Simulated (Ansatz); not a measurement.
**Cobalt, bcc under LDA: structure, energy and stiffness**

The plan for cobalt in the bcc structure: relax it, solve it on a dense k-mesh, switch on spin-orbit coupling, then scale the cell to 7 volumes from 88 to 112 % of the relaxed one and try a fit of the equation of state. The k-meshes are 16×16×16 for the relaxation; 27×27×27 for the dense run; 16×16×16 for spin-orbit coupling; 18×18×18 for the volumes.

This is Co in the bcc structure; at room conditions it is hcp.

Method: DFT LDA (PW92), plane waves (420 eV) with PAW, scalar-relativistic; PAW files made under PBE, frozen cores solved again for the functional, in Ansatz 0.2.0.

**1. Starting point**

The structure is cubic, space group Im-3m (No. 229). Conventional cell: a = 2.808 Å, b = 2.808 Å, c = 2.808 Å, α = 90.00°, β = 90.00°, γ = 90.00°. Around Co (site symmetry m-3m) lie 8 Co at 2.43 Å.

Structure file:

```
CELL_PARAMETERS angstrom
-1.40414 1.40414 1.40414
1.40414 -1.40414 1.40414
1.40414 1.40414 -1.40414
ATOMIC_POSITIONS crystal
Co 0.00000 0.00000 0.00000
```

**2. Relaxing cell and atoms**

Contents of input.yaml:

```yaml
crystal:
  lattice:
    - [-1.4041371717, 1.4041371717, 1.4041371717]
    - [1.4041371717, -1.4041371717, 1.4041371717]
    - [1.4041371717, 1.4041371717, -1.4041371717]
  atoms:
    - { symbol: Co, position: [0.0, 0.0, 0.0] }
hamiltonian:
  xc: lda
  pseudopotentials:
    kind: paw
    azcp:
      Co: "pseudopotentials/Co.paw.azcp"
basis:
  ecutwfc: 420
  fft_grid_basis: typed
kpoints:
  mp_grid: { grid: [16, 16, 16], shift: [0, 0, 0] }
magnetization:
  spin_polarized: false
scf:
  occupations: { method: fermi_dirac, width: 0.1 }
relax:
  max_steps: 60
  f_tol: 0.01
  cell: {}
```

Further steps of the session: The energy on a finer k-mesh; A two-component run at the same geometry; The cell scaled to 88 % of its volume; The cell scaled to 92 % of its volume; The cell scaled to 96 % of its volume; The cell scaled to 100 % of its volume; The cell scaled to 104 % of its volume; The cell scaled to 108 % of its volume; The cell scaled to 112 % of its volume.

**Question.** What will these runs give? Wanted: space group; conventional cell; volume; shortest distance; gap on the mesh; relative to hcp, ferromagnetic; V₀, B₀, B₀′.

**Answer**, as computed:

| quantity | value |
| --- | --- |
| space group (spins left aside) | Im-3m (No. 229) |
| conventional cell | a = 2.699 Å |
| volume | 9.827 Å³/atom |
| shortest distance | 2.337 Å |
| gap on the mesh | none (levels filled in part) |
| relative to hcp, ferromagnetic | +362 meV/atom |
| V₀, B₀, B₀′ | 9.797 Å³/atom, 297 GPa, 4.7 |

What this shows: From the guessed start the volume shrank by 11.3 % in 8 steps. It lies 362 meV/atom above the element's reference form at the same level (hcp, ferromagnetic, from a run of its own); part of this is magnetic energy, as this run has no moments. Levels at the Fermi energy are filled in part, as in a metal. The total energy of the spin-orbit run lies -0.24 eV/atom from the scalar one, but the two kinds of run don't share a zero of energy: only differences within one kind count. The fitted modulus is 297 GPa, among the stiffest elements. Relaxation kept the symmetry; phonons were not checked.
